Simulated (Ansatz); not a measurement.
# Cd, one cell by several methods

```
Cd
1.0
     2.97887    0.00000    0.00000
    -1.48944    2.57978    0.00000
     0.00000    0.00000    5.61765
Cd
2
Direct
  0.33333 0.66667 0.25000
  0.66667 0.33333 0.75000
```

Atom numbers follow the list: Cd1, Cd2.

The cell is COD entry 9008490, as deposited and not checked against the literature; nothing was relaxed.

Levels of theory: DFT, PBEsol, PAW with Ansatz's default frozen-core files, scalar-relativistic (Ansatz 0.2.0); DFT, PBEsol, all-electron LAPW, scalar-relativistic (Ansatz 0.2.0).

For PAW: a Γ-centred 16×16×7 k mesh, Fermi–Dirac smearing of 0.05 eV, cutoff 420 eV, no spin polarisation; the PAW files were made with PBE, and the program remakes their frozen cores for this functional. LAPW targets a basis error of 1 meV/atom. The Ansatz runs share mesh, smearing and spin set-up. Plane-wave (PAW) pressures include the program's estimate of the Pulay term.

Stress and pressure are positive in compression.

Levels count from the Fermi level.

PAW results:

| quantity | PAW |
| --- | --- |
| pressure (GPa) | -1.56 |
| highest filled level at Γ (eV) | -3.039 |
| lowest empty level at Γ (eV) | 10.303 |
| highest filled level at A (eV) | -7.395 |
| lowest empty level at A (eV) | 3.672 |
| highest filled level at K (eV) | -0.003 |
| lowest empty level at K (eV) | 0.391 |

What does LAPW (all electrons) give for the same quantities?


```csv
quantity,LAPW
pressure (GPa),-1.56
highest filled level at Γ (eV),-3.038
lowest empty level at Γ (eV),10.303
highest filled level at A (eV),-7.395
lowest empty level at A (eV),3.672
highest filled level at K (eV),-0.003
lowest empty level at K (eV),0.391
```
